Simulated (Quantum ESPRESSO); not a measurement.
**AlO: phonons with PBEsol**

AlO:

```
Al O
1.0
     2.76919    0.00000    0.00000
     0.00000    2.76919    0.00000
     0.00000    0.00000    2.76919
Al O
1 1
Cartesian
  1.3846 1.3846 1.3846
  0.0000 0.0000 0.0000
```

The cell was built by a generator and needn't be a form met in nature.

```yaml
Program: Quantum ESPRESSO 7.5
Task: phonons
Functional: PBEsol
Potentials_or_basis: GBRV 1.5 PBEsol
Cutoff: 612 eV
Density_cutoff: 4898 eV
k_mesh: 10 × 10 × 10
Occupations: cold, width 0.2 eV
Spin: no spin polarisation
Mixing_beta: 0.5
Most_SCF_iterations: 120
SCF_threshold: 4e-10 Ry
```

The relaxed volume is 10.29 Å³/atom. The relaxed cell is a = 2.740 Å, b = 2.740 Å, c = 2.740 Å, α = 90.00°, β = 90.00°, γ = 90.00°. The space group after relaxing (to 0.05 Å) is Pm-3m (No. 221), the pressure after relaxing is 0.0 GPa and the band gap on the k mesh is none (metal or under the smearing width). The highest phonon frequency at Γ is -9 cm⁻¹ and the most unstable mode is 401i cm⁻¹.

Step by step:
| step | energy change (eV) | largest force (eV/Å) | pressure (GPa) | volume (Å³) |
| --- | --- | --- | --- | --- |
| 1 | 0.0000 | 0.0000 | -4.19 | 21.24 |
| 2 | -0.0079 | 0.0000 | -1.42 | 20.79 |
| 3 | -0.0089 | 0.0000 | 0.05 | 20.56 |
| 4 | -0.0089 | 0.0000 | 0.00 | 20.57 |

Final structure:
```
Al O
1.0
     2.73999    0.00000    0.00000
     0.00000    2.73999    0.00000
     0.00000    0.00000    2.73999
Al O
1 1
Direct
  0.50000 0.50000 0.50000
  0.00000 0.00000 0.00000
```

Levels at points of the mesh, in eV from the Fermi level:
```tsv
k point	band 2	band 3	band 4	band 5	band 6	band 7	band 8	band 9
(0.00, 0.00, 0.00)	-4.87	-4.63	-4.63	-4.63	5.52	5.52	11.21	11.21
(0.00, 0.00, -0.50)	-10.61	-4.04	-4.04	0.15	2.28	8.66	9.74	9.74
(0.00, -0.50, -0.50)	-8.35	-8.35	-3.53	-2.49	5.07	5.07	8.05	13.50
(-0.50, -0.50, -0.50)	-6.74	-6.74	-6.74	0.54	0.54	0.54	4.64	12.82
```

Phonon frequencies in cm⁻¹ (negative: imaginary):
| q point | frequencies |
| --- | --- |
| (0.000, 0.000, 0.000) | -401 -401 -401 -9 -9 -9 |

Optical modes at Γ, degenerate ones joined:
| cm⁻¹ | components | symmetry | active in |
| --- | --- | --- | --- |
| 401i | 3 | T1u | IR |

Wall time 44 s on 1 thread of AMD EPYC 9R45 96-Core Processor (Zen 5) (shared host), peak memory 0.07 GiB.

Caveat: the mesh is thin for the phonons of a metal; some modes are imaginary; an odd number of electrons without spin polarisation forces a metal; a magnetic or distorted state may lie lower.
